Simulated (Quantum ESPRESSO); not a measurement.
# TaN (P-6m2) in Quantum ESPRESSO: further runs, part 4 of 4

Quantum ESPRESSO 7.5. Earlier steps stand in the parts before.

## (5) Phonons, PW91

File pw.in:

```
&CONTROL
  calculation = 'scf'
  prefix = 'pwscf'
  outdir = './tmp'
  pseudo_dir = './pseudo'
  tprnfor = .true.
  tstress = .true.
  disk_io = 'low'
/
&SYSTEM
  ibrav = 0
  celldm(1) = 8
  nat = 2
  ntyp = 2
  ecutwfc = 84
  nbnd = 15
  input_dft = 'pw91'
  occupations = 'smearing'
  smearing = 'mv'
  degauss = 0.01469973
/
&ELECTRONS
  conv_thr = 4d-10
  electron_maxstep = 120
  mixing_beta = 0.5
/
ATOMIC_SPECIES
Ta   180.9479 Ta.upf
N     14.0070 N.upf
CELL_PARAMETERS alat
  0.6940019192688   0.0000000000000   0.0000000000000
 -0.3470009596344   0.6010232923575   0.0000000000000
  0.0000000000000   0.0000000000000   0.6810100521620
ATOMIC_POSITIONS crystal
Ta     0.0000000000    0.0000000000    0.5000000000
N      0.6666666667    0.3333333333    0.0000000000
K_POINTS automatic
7 7 6 0 0 0
```

File relax.in:

```
&CONTROL
  calculation = 'vc-relax'
  prefix = 'pwscf'
  outdir = './tmp'
  pseudo_dir = './pseudo'
  tprnfor = .true.
  tstress = .true.
  disk_io = 'low'
  nstep = 40
  forc_conv_thr = 0.0001
  etot_conv_thr = 1d-06
/
&SYSTEM
  ibrav = 0
  celldm(1) = 8
  nat = 2
  ntyp = 2
  ecutwfc = 84
  nbnd = 15
  input_dft = 'pw91'
  occupations = 'smearing'
  smearing = 'mv'
  degauss = 0.01469973
/
&ELECTRONS
  conv_thr = 4d-10
  electron_maxstep = 120
  mixing_beta = 0.5
/
&IONS
  ion_dynamics = 'bfgs'
/
&CELL
  cell_dynamics = 'bfgs'
  press = 0
  press_conv_thr = 0.2
/
ATOMIC_SPECIES
Ta   180.9479 Ta.upf
N     14.0070 N.upf
CELL_PARAMETERS alat
  0.6940019192663  -0.0000000000000   0.0000000000000
 -0.3470009596331   0.6010232923597   0.0000000000000
  0.0000000000000   0.0000000000000   0.6810100521620
ATOMIC_POSITIONS crystal
Ta     0.0000000000    0.0000000000    0.5000000000
N      0.6666666667    0.3333333333    0.0000000000
K_POINTS automatic
7 7 6 0 0 0
```

File scf2.in:

```
&CONTROL
  calculation = 'scf'
  prefix = 'pwscf'
  outdir = './tmp'
  pseudo_dir = './pseudo'
  tprnfor = .true.
  tstress = .true.
  disk_io = 'low'
/
&SYSTEM
  ibrav = 0
  celldm(1) = 8
  nat = 2
  ntyp = 2
  ecutwfc = 84
  nbnd = 15
  input_dft = 'pw91'
  occupations = 'smearing'
  smearing = 'mv'
  degauss = 0.01469973
/
&ELECTRONS
  conv_thr = 1d-13
  electron_maxstep = 120
  mixing_beta = 0.5
  startingpot = 'file'
  startingwfc = 'file'
/
ATOMIC_SPECIES
Ta   180.9479 Ta.upf
N     14.0070 N.upf
CELL_PARAMETERS alat
  0.6973099790859   0.0000000000068   0.0000000000000
 -0.3486549895488   0.6038881561974   0.0000000000000
  0.0000000000000   0.0000000000000   0.6838354589099
ATOMIC_POSITIONS crystal
Ta     0.0000000000    0.0000000000    0.5000000000
N      0.6666666667    0.3333333333    0.0000000000
K_POINTS automatic
7 7 6 0 0 0
```

File ph.in:

```
phonons of TaN
&INPUTPH
  prefix = 'pwscf'
  outdir = './tmp'
  tr2_ph = 1d-18
  fildyn = 'dyn'
  niter_ph = 90
  alpha_mix(1) = 0.4
/
0.0000000000 0.0000000000 0.0000000000
```

File dynmat.in:

```
&INPUT
  fildyn = 'dyn'
  asr = 'crystal'
  filout = 'dynmat.disp'
  fileig = 'dynmat.eig'
/
```

Potentials or basis: PseudoDojo 0.4.1 SR PBE standard.

Command:

```sh
$ OMP_NUM_THREADS=1 pw.x -in pw.in > pw.out
$ OMP_NUM_THREADS=1 pw.x -in relax.in > relax.out
$ OMP_NUM_THREADS=1 pw.x -in scf2.in > scf2.out
$ OMP_NUM_THREADS=1 ph.x -in ph.in > ph.out
$ OMP_NUM_THREADS=1 dynmat.x -in dynmat.in > dynmat.out
```

pw.out:

```text
This program is part of the open-source Quantum ESPRESSO suite
     for quantum simulation of materials; please cite
         "P. Giannozzi et al., J. Phys.:Condens. Matter 21 395502 (2009);
         "P. Giannozzi et al., J. Phys.:Condens. Matter 29 465901 (2017);
         "P. Giannozzi et al., J. Chem. Phys. 152 154105 (2020);
     in publications or presentations arising from this work. More details at

     IMPORTANT: XC functional enforced from input :
     Exchange-correlation= PW91
                           (   1   4   2   2   0   0   0)
     Any further DFT definition will be discarded
     Please, verify this is what you really want

     Message from routine setup:
     using ibrav=0 with symmetry is DISCOURAGED, use correct ibrav instead

     G-vector sticks info
     --------------------
     sticks:   dense  smooth     PW     G-vecs:    dense   smooth      PW
     Sum         721     721    211                15139    15139    2519

     Using Slab Decomposition

     bravais-lattice index     =            0
     lattice parameter (alat)  =       8.0000  a.u.
     unit-cell volume          =     145.4372 (a.u.)^3
     number of atoms/cell      =            2
     number of atomic types    =            2
     number of electrons       =        18.00
     number of Kohn-Sham states=           15
     kinetic-energy cutoff     =      84.0000  Ry
     charge density cutoff     =     336.0000  Ry
     scf convergence threshold =      4.0E-10
     mixing beta               =       0.5000
     number of iterations used =            8  plain     mixing
     Exchange-correlation= PW91
                           (   1   4   2   2   0   0   0)

     celldm(1)=   8.000000  celldm(2)=   0.000000  celldm(3)=   0.000000
     celldm(4)=   0.000000  celldm(5)=   0.000000  celldm(6)=   0.000000

     crystal axes: (cart. coord. in units of alat)
               a(1) = (   0.694002   0.000000   0.000000 )
               a(2) = (  -0.347001   0.601023   0.000000 )
               a(3) = (   0.000000   0.000000   0.681010 )

     reciprocal axes: (cart. coord. in units 2 pi/alat)
               b(1) = (  1.440918  0.831915 -0.000000 )
               b(2) = (  0.000000  1.663829  0.000000 )
               b(3) = (  0.000000 -0.000000  1.468407 )

     PseudoPot. # 1 for Ta read from file:
     Ta.upf
     Pseudo is Norm-conserving + core correction, Zval = 13.0
     Generated using ONCVPSP code by D. R. Hamann
     Using radial grid of 1450 points,  8 beta functions with:
                l(1) =   0
                l(2) =   0
                l(3) =   1
                l(4) =   1
                l(5) =   2
                l(6) =   2
                l(7) =   3
                l(8) =   3

     PseudoPot. # 2 for N  read from file:
     N.upf
     Pseudo is Norm-conserving + core correction, Zval =  5.0
     Generated using ONCVPSP code by D. R. Hamann
     Using radial grid of 1058 points,  4 beta functions with:
                l(1) =   0
                l(2) =   0
                l(3) =   1
                l(4) =   1

     atomic species   valence    mass     pseudopotential
     Ta               13.00   180.94790     Ta( 1.00)
     N                 5.00    14.00700     N ( 1.00)

     12 Sym. Ops. (no inversion) found

   Cartesian axes

     site n.     atom                  positions (alat units)
         1        Ta     tau(   1) = (   0.0000000   0.0000000   0.3405050  )
         2        N      tau(   2) = (   0.3470010   0.2003411   0.0000000  )

     number of k points=    32  Marzari-Vanderbilt smearing, width (Ry)=  0.0147
                       cart. coord. in units 2pi/alat
        k(    1) = (   0.0000000   0.0000000   0.0000000), wk =   0.0068027
        k(    2) = (   0.0000000   0.0000000   0.2447345), wk =   0.0136054
        k(    3) = (   0.0000000   0.0000000   0.4894690), wk =   0.0136054
        k(    4) = (   0.0000000   0.0000000  -0.7342036), wk =   0.0068027
        k(    5) = (   0.0000000   0.2376899   0.0000000), wk =   0.0408163
        k(    6) = (   0.0000000   0.2376899   0.2447345), wk =   0.0816327
[... 24 lines left out ...]
        k(   31) = (   0.4116909   0.7130696   0.4894690), wk =   0.0816327
        k(   32) = (   0.4116909   0.7130696  -0.7342036), wk =   0.0408163

     Dense  grid:    15139 G-vectors     FFT dimensions: (  36,  36,  32)

     Initial potential from superposition of free atoms

     starting charge      17.9991, renormalised to      18.0000
     Starting wfcs are   14 randomized atomic wfcs +    1 random wfcs

     Self-consistent Calculation

     iteration #  1     ecut=    84.00 Ry     beta= 0.50
     Davidson diagonalization with overlap
     ethr =  1.00E-02,  avg # of iterations =  4.3

     total energy              =    -151.11481487 Ry
     estimated scf accuracy    <       0.41115279 Ry

     iteration #  2     ecut=    84.00 Ry     beta= 0.50
     Davidson diagonalization with overlap
     ethr =  2.28E-03,  avg # of iterations =  2.0

     total energy              =    -151.23012902 Ry
     estimated scf accuracy    <       0.22592483 Ry

     iteration #  3     ecut=    84.00 Ry     beta= 0.50
     Davidson diagonalization with overlap
     ethr =  1.26E-03,  avg # of iterations =  1.4

     total energy              =    -151.27192331 Ry
     estimated scf accuracy    <       0.00299814 Ry

     iteration #  4     ecut=    84.00 Ry     beta= 0.50
     Davidson diagonalization with overlap
     ethr =  1.67E-05,  avg # of iterations =  2.7

     total energy              =    -151.27246519 Ry
     estimated scf accuracy    <       0.00006850 Ry

     iteration #  5     ecut=    84.00 Ry     beta= 0.50
     Davidson diagonalization with overlap
     ethr =  3.81E-07,  avg # of iterations =  2.2

     total energy              =    -151.27246859 Ry
     estimated scf accuracy    <       0.00001382 Ry

     iteration #  6     ecut=    84.00 Ry     beta= 0.50
     Davidson diagonalization with overlap
     ethr =  7.68E-08,  avg # of iterations =  2.0

     total energy              =    -151.27247043 Ry
     estimated scf accuracy    <       0.00000047 Ry

     iteration #  7     ecut=    84.00 Ry     beta= 0.50
     Davidson diagonalization with overlap
     ethr =  2.59E-09,  avg # of iterations =  1.5

     total energy              =    -151.27247048 Ry
     estimated scf accuracy    <       0.00000005 Ry

     iteration #  8     ecut=    84.00 Ry     beta= 0.50
     Davidson diagonalization with overlap
     ethr =  2.92E-10,  avg # of iterations =  2.0

     total energy              =    -151.27247049 Ry
     estimated scf accuracy    <          1.8E-09 Ry

     iteration #  9     ecut=    84.00 Ry     beta= 0.50
     Davidson diagonalization with overlap
     ethr =  1.01E-11,  avg # of iterations =  2.0

     End of self-consistent calculation

          k = 0.0000 0.0000 0.0000 (  1869 PWs)   bands (ev):

   -48.4745 -14.7844 -14.5256 -14.5256   2.3160  15.4807  15.4807  15.8688
    17.1013  22.2685  23.6079  23.6079  24.0519  24.0519  33.0798

          k = 0.0000 0.0000 0.2447 (  1876 PWs)   bands (ev):

   -48.4620 -15.0282 -14.5055 -14.5055   2.8618  14.2633  15.6927  15.6927
    18.4812  21.7134  21.7134  23.1753  24.9389  24.9389  34.0878

          k = 0.0000 0.0000 0.4895 (  1882 PWs)   bands (ev):

   -48.4368 -15.4874 -14.4652 -14.4652   4.1178  11.9328  16.1118  16.1118
    20.2881  20.2881  20.9976  24.1339  24.1339  25.2132  32.5378

          k = 0.0000 0.0000-0.7342 (  1876 PWs)   bands (ev):

   -48.4242 -15.7047 -14.4448 -14.4448   4.9277  10.7325  16.2867  16.2867
    19.9720  19.9720  22.4118  23.3809  23.3809  28.3054  29.1267

          k = 0.0000 0.2377 0.0000 (  1870 PWs)   bands (ev):

   -48.4603 -14.7578 -14.7327 -14.5703   2.7152  14.4430  15.7807  16.3784
    16.5604  22.8014  23.6557  23.6986  23.8496  24.5292  33.0738

          k = 0.0000 0.2377 0.2447 (  1891 PWs)   bands (ev):

   -48.4479 -14.9972 -14.7056 -14.5494   3.1808  14.3136  14.9025  15.8520
    18.0854  21.7862  21.9636  24.0942  25.1824  25.2766  33.0514

          k = 0.0000 0.2377 0.4895 (  1884 PWs)   bands (ev):

   -48.4230 -15.4445 -14.6565 -14.5073   4.2013  12.2821  15.4889  15.8781
    19.0523  20.7544  22.1356  23.8995  24.7964  26.6865  32.9597

          k = 0.0000 0.2377-0.7342 (  1876 PWs)   bands (ev):

   -48.4105 -15.6566 -14.6318 -14.4860   4.8021  11.3101  15.8129  15.8192
    18.9635  20.6778  23.1243  23.4669  24.1772  29.6988  29.8316

          k = 0.0000 0.4754 0.0000 (  1890 PWs)   bands (ev):

   -48.4282 -15.1743 -14.6975 -14.6691   3.6450  12.8786  15.5831  16.3964
    17.0280  22.2570  23.4276  24.2259  25.1259  25.7840  33.3925
[... 86 lines left out ...]
          k = 0.2058 0.8319 0.4895 (  1902 PWs)   bands (ev):

   -48.3593 -15.3705 -15.2410 -14.8038   4.4321  12.3938  13.8495  15.1732
    19.2820  23.6218  24.7380  25.4699  26.6793  30.2012  31.6566

          k = 0.2058 0.8319-0.7342 (  1904 PWs)   bands (ev):

   -48.3473 -15.4317 -15.3285 -14.7762   4.2984  12.6968  13.0622  15.4875
    19.5622  24.2847  25.5150  26.1878  27.2780  30.1018  31.9702

          k = 0.4117 0.7131 0.0000 (  1884 PWs)   bands (ev):

   -48.3920 -15.3625 -15.0799 -14.6290   4.8379  12.3966  14.6784  14.9105
    19.5714  21.3510  21.4078  23.5110  27.3363  31.3058  33.1235

          k = 0.4117 0.7131 0.2447 (  1885 PWs)   bands (ev):

   -48.3801 -15.3241 -15.0492 -14.8356   4.7279  12.9914  13.9051  14.6745
    19.2510  21.8923  23.3955  24.0640  26.6505  31.0705  32.5376

          k = 0.4117 0.7131 0.4895 (  1897 PWs)   bands (ev):

   -48.3562 -15.2501 -15.2270 -14.9869   4.4730  12.5112  13.6550  15.2066
    19.3753  23.7764  24.5767  25.7768  26.4842  29.7962  32.0614

          k = 0.4117 0.7131-0.7342 (  1900 PWs)   bands (ev):

   -48.3442 -15.4207 -15.2064 -14.9553   4.3312  12.0725  13.4152  16.0566
    19.4363  24.3717  25.2026  26.5001  27.4414  29.7727  31.6172

     the Fermi energy is    20.2234 ev

!    total energy              =    -151.27247049 Ry
     estimated scf accuracy    <          6.4E-11 Ry
     smearing contrib. (-TS)   =      -0.00002288 Ry
     internal energy E=F+TS    =    -151.27244761 Ry

     The total energy is F=E-TS. E is the sum of the following terms:
     one-electron contribution =      -7.80277206 Ry
     hartree contribution      =      15.56789568 Ry
     xc contribution           =     -35.99914108 Ry
     ewald contribution        =    -123.03843015 Ry

     convergence has been achieved in   9 iterations

     Forces acting on atoms (cartesian axes, Ry/au):

     atom    1 type  1   force =    -0.00000000   -0.00000000    0.00000000
     atom    2 type  2   force =     0.00000000    0.00000000    0.00000000

     Total force =     0.000000     Total SCF correction =     0.000000

     Computing stress (Cartesian axis) and pressure

          total   stress  (Ry/bohr**3)                   (kbar)     P=       47.28
   0.00031850  -0.00000000  -0.00000000           46.85       -0.00       -0.00
  -0.00000000   0.00031850   0.00000000           -0.00       46.85        0.00
   0.00000000   0.00000000   0.00032724            0.00        0.00       48.14

=------------------------------------------------------------------------------=
   JOB DONE.
=------------------------------------------------------------------------------=
```

It took 4.3 min on 1 thread of Arm Neoverse V1, shared host; peak memory 0.06 GiB.

What came out:

* Free energy: -2058.1712 eV
* Relaxed volume: 10.92 Å³/atom
* Relaxed cell: a = 2.952 Å, b = 2.952 Å, c = 2.895 Å, α = 90.00°, β = 90.00°, γ = 120.00°
* Space group after relaxing (to 0.05 Å): P-6m2 (No. 187)
* Pressure after relaxing: 0.0 GPa
* Band gap on the k mesh: none (metal or under the smearing width)
* Highest phonon frequency at Γ: 528 cm⁻¹

The path:
| step | energy change (eV) | largest force (eV/Å) | pressure (GPa) | volume (Å³) |
| --- | --- | --- | --- | --- |
| 1 | 0.0000 | 0.0000 | 4.73 | 21.55 |
| 2 | -0.0018 | 0.0000 | -3.43 | 22.08 |
| 3 | -0.0043 | 0.0000 | -0.08 | 21.85 |
| 4 | -0.0043 | 0.0000 | 0.00 | 21.85 |

Final structure:
```
Ta N
1.0
     2.95200    0.00000    0.00000
    -1.47600    2.55651    0.00000
     0.00000    0.00000    2.89496
Ta N
1 1
Cartesian
  0.0000 0.0000 1.4475
  1.4760 0.8522 0.0000
```

Levels at points of the mesh, in eV from the Fermi level:
| k point | band 6 | band 7 | band 8 | band 9 | band 10 | band 11 | band 12 | band 13 |
| --- | --- | --- | --- | --- | --- | --- | --- | --- |
| (0.00, 0.00, 0.00) | -4.68 | -4.68 | -4.29 | -3.10 | 1.94 | 3.33 | 3.33 | 3.75 |
| (0.00, 0.00, -0.50) | -9.40 | -3.89 | -3.89 | -0.25 | -0.25 | 2.16 | 3.11 | 3.11 |

Phonon frequencies in cm⁻¹ (negative: imaginary):
```csv
q point,frequencies
"(0.000, 0.000, 0.000)",10 14 14 513 513 528
```

Optical modes at Γ, degenerate ones joined:
```tsv
cm⁻¹	components	symmetry	active in
510	2	E'	IR and Raman
525	1	A''2	IR
```

Caveat: the k mesh is coarse (spacing up to 0.36 Å⁻¹), so the values aren't converged; the mesh is thin for the phonons of a metal; the potentials were made for another functional, which shifts forces and pressure.

## (6) Summary

| level | potentials or basis | form of the LDA correlation | gap on the mesh (eV) | pressure (GPa) |
| --- | --- | --- | --- | --- |
| LDA | PseudoDojo 0.4.1 SR LDA standard | PW92 | none | 0.0 |
| PBE | PseudoDojo 0.4.1 SR PBE standard | - | none | 0.0 |
| PBEsol | PseudoDojo 0.4.1 SR PBEsol standard | - | none | 0.0 |
| PW91 | PseudoDojo 0.4.1 SR PBE standard | - | none | 0.0 |

Alike in all rows: task phonons; no spin polarisation; cell relaxed; k mesh 7 × 7 × 6; cutoff (eV) 1143; smearing cold 0.2 eV; the mesh is coarse, so values aren't converged.

Caveats: all runs use coarse meshes; the mesh is thin for the phonons of a metal; the potentials were made for another functional, which shifts forces and pressure (some runs).

Total energies depend on the potentials used, so only differences within one code and one set of settings carry meaning.
